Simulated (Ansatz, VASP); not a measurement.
# Te2Mo: VASP beside Ansatz

One calculation is typed for both programs; each brings its own data sets and cutoff. How far apart do they land?

Main program and level: Ansatz 0.2.0; plane waves, with VASP 6.6.1 beside it; single point at PBEsol.

The database entry behind the starting cell has ideal inner coordinates that were not refined, so it need not match the best structure at ambient conditions.

## (1) Starting point

Symmetry: P6_3/mmc, No. 194, hexagonal system. Conventional cell: a = 3.519 Å, b = 3.519 Å, c = 13.964 Å, α = 90.00°, β = 90.00°, γ = 120.00°. Te has 3 Mo at 2.68 Å nearest. Mo has 6 Te at 2.68 Å nearest. Farther neighbours and most contacts between anions are not listed.

As a file:

```xyz
6
Lattice="3.5190 0.0000 0.0000 -1.7595 3.0475 0.0000 0.0000 0.0000 13.9640" Properties=species:S:1:pos:R:3 pbc="T T T"
Te    1.7595    1.0158    5.2365
Te    0.0000    2.0317   12.2185
Te    1.7595    1.0158    1.7455
Te    0.0000    2.0317    8.7275
Mo    1.7595    1.0158   10.4730
Mo    0.0000    2.0317    3.4910
```

## (2) VASP: single point, PBEsol

A single point gives forces, pressure and levels at one fixed geometry, so differences don't come from the geometry; what else differs is listed under the comparison.

Lines of VASP's logs that name or quote its potential files are left out, and so is its time.

Contents of INCAR:

```
SYSTEM = Te2Mo
PREC = Accurate
ENCUT = 400
EDIFF = 1E-05
NELM = 100
ISMEAR = 0
SIGMA = 0.05
LREAL = .FALSE.
ALGO = Normal
GGA = PS
NBANDS = 32
LORBIT = 11
LWAVE = .FALSE.
LCHARG = .FALSE.
KPAR = 4
```

Contents of POSCAR:

```
Te2Mo
1.0
    3.5190000000      0.0000000000      0.0000000000
   -1.7595000000      3.0475433959      0.0000000000
    0.0000000000      0.0000000000     13.9640000000
Te Mo
4 2
Direct
    0.6666666667      0.3333333333      0.3750000000
    0.3333333333      0.6666666667      0.8750000000
    0.6666666667      0.3333333333      0.1250000000
    0.3333333333      0.6666666667      0.6250000000
    0.6666666667      0.3333333333      0.7500000000
    0.3333333333      0.6666666667      0.2500000000
```

Contents of KPOINTS:

```
Automatic mesh
0
Gamma
8 8 2
0 0 0
```

PAW data sets: Te and Mo_sv (PBE family, release 64).

Launch:

```console
$ mpirun -np 4 vasp_std
```

Numbers of over 12 decimals in the logs are rounded to 6 here.

The log of the run:

```text
[banner, memory and clock lines left out]
running    4 mpi-ranks, on    1 nodes
 distrk:  each k-point on    1 cores,    4 groups
 distr:  one band on    1 cores,    1 groups

 POSCAR found type information on POSCAR TeMo
 POSCAR found :  2 types and       6 ions
|                                                                             |
|               ----> ADVICE to this user running VASP <----                  |
|                                                                             |
|     You enforced a specific xc type in the INCAR file but a different       |
|     [... a line on the potential file left out ...]
|     I HOPE YOU KNOW WHAT YOU ARE DOING!                                     |
|                                                                             |

 LDA part: xc-table for (Slater+PW92), standard interpolation
 POSCAR, INCAR and KPOINTS ok, starting setup
 FFT: planning ... GRIDC
 FFT: planning ... GRID_SOFT
 FFT: planning ... GRID
 WAVECAR not read
 entering main loop
       N       E                     dE             d eps       ncg     rms          rms(c)
DAV:   1     0.329341292281E+03    0.32934E+03   -0.24284E+04  1576   0.118E+03
DAV:   2    -0.204555184407E+02   -0.34980E+03   -0.34174E+03  1576   0.303E+02
DAV:   3    -0.402053136559E+02   -0.19750E+02   -0.19422E+02  1608   0.597E+01
DAV:   4    -0.406775777545E+02   -0.47226E+00   -0.47091E+00  1544   0.964E+00
DAV:   5    -0.406921493066E+02   -0.14572E-01   -0.14567E-01  1776   0.163E+00    0.243E+01
DAV:   6    -0.397786814082E+02    0.91347E+00   -0.78991E+00  1440   0.145E+01    0.933E+00
DAV:   7    -0.396754038989E+02    0.10328E+00   -0.64837E+00  1336   0.110E+01    0.653E+00
DAV:   8    -0.393050012890E+02    0.37040E+00   -0.13230E+00  1520   0.558E+00    0.299E+00
DAV:   9    -0.393034734943E+02    0.15278E-02   -0.22943E-01  1632   0.216E+00    0.115E+00
DAV:  10    -0.392973197233E+02    0.61538E-02   -0.40395E-02  1536   0.109E+00    0.246E-01
DAV:  11    -0.392975057028E+02   -0.18598E-03   -0.24232E-03  1648   0.235E-01    0.203E-01
DAV:  12    -0.392974288979E+02    0.76805E-04   -0.31867E-04  1512   0.810E-02    0.113E-01
DAV:  13    -0.392974054712E+02    0.23427E-04   -0.68635E-05  1400   0.447E-02    0.707E-02
DAV:  14    -0.392974035098E+02    0.19614E-05   -0.10740E-05   912   0.162E-02
   1 F= -.39297404E+02 E0= -.39297404E+02  d E =-.724544E-16
```

From OUTCAR (step 2):

```text
ion  position               nearest neighbor table
   1  0.667  0.333  0.375-   6 2.68   6 2.68   6 2.68   3 3.49
   2  0.333  0.667  0.875-   5 2.68   5 2.68   5 2.68   4 3.49
   3  0.667  0.333  0.125-   6 2.68   6 2.68   6 2.68   1 3.49
   4  0.333  0.667  0.625-   5 2.68   5 2.68   5 2.68   2 3.49
   5  0.667  0.333  0.750-   2 2.68   4 2.68   2 2.68   4 2.68   2 2.68   4 2.68
   6  0.333  0.667  0.250-   1 2.68   3 2.68   1 2.68   3 2.68   1 2.68   3 2.68

  LATTYP: Found a hexagonal cell.
 ALAT       =     3.5190000000
 C/A-ratio  =     3.9681727764

 Subroutine GETGRP returns: Found 24 space group operations
 (whereof 12 operations were pure point group operations)

The static configuration has the point symmetry D_3d.
 The point group associated with its full space group is D_6h.

 Found     20 irreducible k-points:

   k-points           NKPTS =     20   k-points in BZ     NKDIM =     20   number of bands    NBANDS=     32

   dimension x,y,z NGX =    24 NGY =   24 NGZ =   96
   dimension x,y,z NGXF=    48 NGYF=   48 NGZF=  192

   ENCUT  =  400.0 eV  29.40 Ry    5.42 a.u.   5.74  5.74 22.77*2*pi/ulx,y,z

   NELECT =      52.0000    total number of electrons

 k-points in reciprocal lattice and weights: Automatic mesh
   0.00000000  0.00000000  0.00000000       0.008
   0.12500000  0.00000000  0.00000000       0.047
   0.25000000  0.00000000  0.00000000       0.047
   0.37500000  0.00000000  0.00000000       0.047
   0.50000000  0.00000000  0.00000000       0.023
   0.12500000  0.12500000  0.00000000       0.047
   0.25000000  0.12500000  0.00000000       0.094
   0.37500000  0.12500000  0.00000000       0.094
   0.25000000  0.25000000  0.00000000       0.047
[...]
0.25000000  0.25000000  0.50000000       0.047
   0.37500000  0.25000000  0.50000000       0.047

 average (electrostatic) potential at core
       1 -86.0270       2 -86.0270       3 -86.0270       4 -86.0270       5 -73.2594
       6 -73.2594

 E-fermi :   8.3637

 k-point     1 :       0.0000    0.0000    0.0000
  band No.  band energies     occupation
    ...
     22       6.8155      2.00000
     23       6.8155      2.00000
     24       7.0251      2.00000
     25       7.7348      2.00000
     26       8.0956      2.00000
     27      10.9732      0.00000
     28      10.9732      0.00000
     29      11.0729      0.00000
     30      11.0729      0.00000
     31      11.2871      0.00000
    ...

 k-point     2 :       0.1250    0.0000    0.0000
  band No.  band energies     occupation
    ...
     22       6.5424      2.00000
     23       6.8153      2.00000
     24       7.0565      2.00000
     25       7.8367      2.00000
     26       7.9594      2.00000
     27      10.3730      0.00000
     28      10.3733      0.00000
     29      10.4072      0.00000
     30      10.5355      0.00000
     31      10.7936      0.00000
    ...

 k-point     3 :       0.2500    0.0000    0.0000
  band No.  band energies     occupation
    ...
     22       6.5608      2.00000
     23       6.6201      2.00000
     24       6.9139      2.00000
     25       7.0958      2.00000
     26       7.2977      2.00000
     27       9.2673      0.00000
     28       9.8853      0.00000
     29       9.9580      0.00000
     30      10.0106      0.00000
     31      10.2206      0.00000
    ...

  Total        0.8568842      0.8568842      5.0344524      0.0000000      0.0000000      0.0000000
  in kB        9.1675595      9.1675595     53.8621658      0.0000000      0.0000000      0.0000000
  external PRESSURE =      24.0657616 kB  Pullay stress =       0.0000000 kB

  energy-cutoff  :      400.00
  volume of cell :      149.75
      direct lattice vectors                 reciprocal lattice vectors
     3.519000000  0.000000000  0.000000000     0.284171640  0.164066573  0.000000000
    -1.759500000  3.047543396  0.000000000     0.000000000  0.328133145  0.000000000
     0.000000000  0.000000000 13.964000000     0.000000000  0.000000000  0.071612718

 POSITION                                       TOTAL-FORCE (eV/Angst)
 -----------------------------------------------------------------------------------
      1.75950      1.01585      5.23650        -0.000000      0.000000      0.800737
     -0.00000      2.03170     12.21850        -0.000000     -0.000000      0.800737
      1.75950      1.01585      1.74550        -0.000000      0.000000     -0.800737
     -0.00000      2.03170      8.72750        -0.000000     -0.000000     -0.800737
      1.75950      1.01585     10.47300        -0.000000     -0.000000      0.000000
     -0.00000      2.03170      3.49100         0.000000      0.000000      0.000000
 -----------------------------------------------------------------------------------
    total drift:                               -0.000000      0.000000     -0.000000

  FREE ENERGIE OF THE ION-ELECTRON SYSTEM (eV)
  ---------------------------------------------------
  free  energy   TOTEN  =       -39.2974035098 eV

  energy  without entropy=      -39.2974035098  energy(sigma->0) =      -39.29740351

 total charge
# of ion       s       p       d       tot
------------------------------------------
    1        1.385   1.992   0.069   3.446
    2        1.385   1.992   0.069   3.446
    3        1.385   1.992   0.069   3.446
    4        1.385   1.992   0.069   3.446
    5        2.268   6.160   4.052  12.479
    6        2.268   6.160   4.052  12.479
--------------------------------------------------
tot         10.078  20.285   8.381  38.744

[... 3 further parts left out ...]
```

This run has no spin polarisation, so a moment on Mo, if there is one, isn't seen.

## (3) Ansatz: single point, PBEsol

Ansatz runs on its default PAW (the set named soft_2) files.

The same cell, functional, mesh and smearing now go to Ansatz, which takes its cutoff from its data sets.

Contents of input.yaml:

```yaml
crystal:
  lattice:
    - [3.519, 0.0, 0.0]
    - [-1.7595, 3.0475433959, 0.0]
    - [0.0, 0.0, 13.964]
  atoms:
    - { symbol: Te, position: [0.6666666667, 0.3333333333, 0.375] }
    - { symbol: Te, position: [0.3333333333, 0.6666666667, 0.875] }
    - { symbol: Te, position: [0.6666666667, 0.3333333333, 0.125] }
    - { symbol: Te, position: [0.3333333333, 0.6666666667, 0.625] }
    - { symbol: Mo, position: [0.6666666667, 0.3333333333, 0.75] }
    - { symbol: Mo, position: [0.3333333333, 0.6666666667, 0.25] }
hamiltonian:
  xc: pbesol
  pseudopotentials: { kind: paw }
kpoints:
  mp_grid: { grid: [8, 8, 2] }
scf:
  occupations: { method: gaussian, width: 0.05 }
  n_extra_bands: 5
output:
  forces: true
  stress: true
  eigenvalues: true
```

Launch:

```console
$ ansatz run input.yaml --threads 4 --pin off --max-ram 9216MiB --backend cpu --events-out ev --progress --plain --runs-dir out
```

The log of the run:

```text
scf.n_extra_bands = 5 over 46 filled bands (N_el = 92.0): the run solves 51 bands
Engine: ansatz 0.2.0, x86_64-unknown-linux-gnu
Pseudopotentials: kind: paw
Pseudopotential: Te, paw, valence charge 16, recommended cutoff 420 eV (normal), Te.paw.azcp
Pseudopotential: Mo, paw, valence charge 14, recommended cutoff 420 eV (normal), Mo.paw.azcp
Functional definition: PBEsol
  exchange = pbesol_x
  correlation = pbesol_c
Crystal: 6 atoms, lattice volume = 149.754 Å³
Basis set: ecut = 420 eV, 2909 PW (Γ), exchange–correlation on 48×48×192 points (8 copies of the dense FFT grid, shifted against one another)
Bands: 51, of which v1, the nominal top of the filled ones, is band 46 counted from 1 (45 counted from 0)
Symmetry: 24 space group operations
Space group: P63/mmc (ITA 194), of the structure as read, at distance tolerance 5.3e-5 Å
k-points: 20 of 128
Non-local potential: Te, projectors of the file, l = 0: 2, l = 1: 2, l = 2: 2, l = 3: 2
Non-local potential: Mo, projectors of the file, l = 0: 3, l = 1: 2, l = 2: 2, l = 3: 1
PAW form: soft (Blöchl's): semilocal exchange-correlation on the pseudo side does not see the compensation charge
PAW frozen core: Te, regenerated for the run's functional, and the local potential with it (the file was generated under x = pbe(κ = 0.804, μ = 0.219515), c = pbe(β = 0.066725))
PAW frozen core: Mo, regenerated for the run's functional, and the local potential with it (the file was generated under x = pbe(κ = 0.804, μ = 0.219515), c = pbe(β = 0.066725))
PAW one-centre angular grid: Te, 590 points (default); XC on 64 Gauss nodes
PAW one-centre angular grid: Mo, 590 points (default); XC on 64 Gauss nodes
Initial density: superposition of atomic densities (neutral atoms: chi_scale 0, normalization atom), corrected by the library's trained network
Initial wavefunctions: pseudopotential atomic-orbital guess
Functional: x = pbesol(κ = 0.804, μ = 0.123457), c = pbesol(β = 0.046)
SCF iter   1: F=—  HF=-37402.631220 eV  |F-HF|=—  |Δ(HF+E_count)|=         —  Δρ=5.28e-3  dr2=2.99e-2  ethr=1.77e-3  ⟨swp⟩=6.2  Hψ=3844  notcnv=0
preconditioner: auto → Resta (q_TF=auto, 2.516 Å⁻¹)  ε∞=9.0  [insulator: Δε(μ)=0.806 eV  Ē_g=6.420 eV  σ=0.050 eV  W_gap=1.00  n_scr=52 (ndim 8)  ℏωp=18.2 eV  f_vac=0.028  D(μ)=0.00/eV (n_scr^D=0)  ε∞_Penn≈9.0]
SCF iter   2: F=—  HF=-37402.632156 eV  |F-HF|=—  |Δ(HF+E_count)|=   9.36e-4  Δρ=2.77e-3  dr2=5.91e-3  ethr=3.25e-5  ⟨swp⟩=2.0  Hψ=1661  notcnv=0  defer=13
SCF iter   3: F=—  HF=-37402.633446 eV  |F-HF|=—  |Δ(HF+E_count)|=   1.29e-3  Δρ=1.47e-3  dr2=1.74e-3  ethr=6.42e-6  ⟨swp⟩=2.0  Hψ=1258  notcnv=0  defer=13
SCF iter   4: F=—  HF=-37402.634180 eV  |F-HF|=—  |Δ(HF+E_count)|=   7.34e-4  Δρ=2.40e-4  dr2=9.90e-5  ethr=1.89e-6  ⟨swp⟩=2.0  Hψ=1270  notcnv=0  defer=13
SCF iter   5: F=—  HF=-37402.634236 eV  |F-HF|=—  |Δ(HF+E_count)|=   5.59e-5  Δρ=8.57e-5  dr2=2.41e-5  ethr=1.08e-7  ⟨swp⟩=2.0  Hψ=1357  notcnv=0  defer=13
SCF iter   6: F=—  HF=-37402.634251 eV  |F-HF|=—  |Δ(HF+E_count)|=   1.44e-5  Δρ=1.92e-5  dr2=7.84e-7  ethr=2.62e-8  ⟨swp⟩=2.0  Hψ=1319  notcnv=0  defer=13
SCF iter   7: F=-37402.634251 eV  HF=-37402.634251 eV  |F-HF|=5.24e-10  |Δ(HF+E_count)|=   3.03e-7  Δρ=5.32e-6  dr2=4.34e-8  ethr=1.09e-10  ⟨swp⟩=9.6  Hψ=4492  notcnv=0
SCF 1 converged in 7 iterations: F = -37402.634251 eV  dr2 = 4.34e-8
  greatest PAW one-centre occupation: 0.999 electrons in one spin orbital (limit 2), on the Mo atom at site 5 (counted from 0), in its partial waves of l = 0
SCF converged after 7 iterations
Free energy (F): -37402.634251 eV
Harris-Foulkes:  -37402.634251 eV  (|F-HF|=5.24e-10)
Internal energy: -37402.634251 eV  (E = F + TS)
E sigma→0 (E₀):  -37402.634251 eV
Fermi energy:    12.804861 eV
--- Per-component energies (eV) ---
  E_band       = -1156.835397
  E_kinetic    = 1615.074831
  E_local      = -7751.343950  (includes V_loc(G=0)·N_el)
  E_nonlocal   = -938.612824
  E_hartree    = 4305.707675
  E_xc         = -862.055343
  E_vxc        = -878.665912  (∫ρ·V_xc dr)
  E_paw        = -24629.075354  (= ΣΔE_a)
  E_vpaw       = -1814.701879  (= ΣTr[D̂ρ^β])
  E_aug_tail   = -0.000588  (compensation charges beyond the density's cutoff)
  E_ewald      = -9144.246557
  E_core_change = 1.917859  (= ΣΔE_core)
  E_smearing   = -0.000000  (= −TS)
  E_closure    = 0.000000  (closes the sum)
  Σ components = -37402.634251   (vs F -37402.634251, Δ=0.00e0)
--- Forces (eV/Å), atoms counted from 1 ---
  atom   1  Te    -0.00000000     0.00000000     0.75969407
  atom   2  Te    -0.00000000    -0.00000000     0.75969407
  atom   3  Te    -0.00000000     0.00000000    -0.75969407
  atom   4  Te    -0.00000000    -0.00000000    -0.75969407
  atom   5  Mo     0.00000000     0.00000000     0.00000000
  atom   6  Mo    -0.00000000    -0.00000000     0.00000000
  max |Σ_I F_I| component: 1.39e-17 eV/Å
--- Stress (GPa, compression-positive) ---
        1.011243      -0.000000       0.000000
        0.000000       1.011243       0.000000
        0.000000       0.000000       5.342998
  P = ⅓ Tr σ = 2.4552 GPa (24.552 kbar)
--- Band table (eV; the first three rows and the last of 20) ---
  k-point 0: bands = [... 42 lower, 11.1433, 11.3482, 12.0423, 12.4073, 15.2863, 15.2863, 15.3872, 15.3872, ... 1 higher]
  k-point 1: bands = [... 42 lower, 11.1290, 11.1290, 12.3150, 12.3150, 15.3213, 15.3213, 15.3213, 15.3213, ... 1 higher]
  k-point 2: bands = [... 42 lower, 11.1374, 11.3796, 12.1489, 12.2619, 14.6845, 14.6892, 14.7264, 14.8491, ... 1 higher]
  k-point 19: bands = [... 42 lower, 10.4742, 10.4742, 11.9565, 11.9565, 13.2958, 13.2958, 14.1904, 14.1904, ... 1 higher]
```

It took 1.8 s on 4 threads of Intel Xeon Platinum 8375C at 2.90GHz (Ice Lake), shared host; peak memory 0.62 GiB; 6.3 s of CPU time.

The run ends at a pressure of 2.46 GPa, with forces up to 0.76 eV/Å.

## (4) Comparison

Known differences besides the potentials themselves: the data sets hold 92 valence electrons in Ansatz (default PAW (the set named soft_2) files) and 52 in VASP; the cutoff is 420 eV in Ansatz and 400 eV in VASP; Ansatz makes its cores anew for this functional, VASP keeps those of its PBE data sets; VASP leaves aspherical gradient terms in its spheres out (LASPH is not set), Ansatz keeps them. Total energies have different zeros and are not compared.

The two programs side by side:

```
              quantity  Ansatz   VASP  difference
        pressure (GPa)    2.46   2.41       +0.05
gap on the k mesh (eV)   0.803  0.794      +0.008
```

Forces (eV/Å; atoms numbered as in POSCAR):

```
atom        Ansatz x, y, z          VASP x, y, z
 Te1   0.000, 0.000, 0.760   0.000, 0.000, 0.801
 Te2   0.000, 0.000, 0.760   0.000, 0.000, 0.801
 Te3  0.000, 0.000, -0.760  0.000, 0.000, -0.801
 Te4  0.000, 0.000, -0.760  0.000, 0.000, -0.801
 Mo5   0.000, 0.000, 0.000   0.000, 0.000, 0.000
 Mo6   0.000, 0.000, 0.000   0.000, 0.000, 0.000
```

The forces differ by 19 meV/Å r.m.s., which is 5.1 % of the r.m.s. force of 0.38 eV/Å (both taken over all components). A gap on the mesh is an upper bound, since the band edges may lie between its points. Ansatz's pressure holds a Pulay correction of 0.03 GPa; VASP's holds none.

## (5) What the set-up changes

Further runs change the set-up of one program: Ansatz's method, potentials or start, or VASP's data sets, cutoff or form of LDA. The table gives Ansatz less VASP for each quantity, since a change that brings one quantity closer may part another.

```
                                        run  r.m.s. force difference (meV/Å)  pressure (GPa)  gap on the k mesh (eV)
                                   as above                               19           0.049                  0.0083
                       cores kept as stored                               18           0.070                  0.0083
          Ansatz's all-electron LAPW method                               19           0.055                  0.0091
    Ansatz's larger PAW set (cutoff 640 eV)                               19           0.055                  0.0087
norm-conserving potentials (cutoff 1120 eV)                               16           0.067                  0.0044
```

## (6) Outcome

```json
{
 "r.m.s. force difference (single point, PBEsol)": "5.1 % of the r.m.s. force"
}
```

The r.m.s. force difference is 5.1 % of the r.m.s. force (single point, PBEsol), beyond the 3 % picked in this series as the mark of a large difference. Single point, PBEsol, cores kept as stored: the difference in pressure goes from 0.049 to 0.070 GPa. Single point, PBEsol, norm-conserving potentials (cutoff 1120 eV): the difference in pressure goes from 0.049 to 0.067 GPa; the difference in gap on the k mesh goes from 0.0083 to 0.0044 eV. 1 further run of this series is not shown here. Such differences can come from data sets, numerical settings and the points named under the comparisons, not from the functional's error against experiment.

[Lines on the potential files, build, host, timing and source positions are cut from VASP's logs without a mark.]

[Logs are printed without paths, hosts, clocks, repeated set-up lines and the standing remarks that a program may print on its own settings, such as how far it seeks lower states.]

[Hosts, paths, dates, database ids (printed as entryN), source tags and the programs' standing remarks are cut or masked in the printed files.]
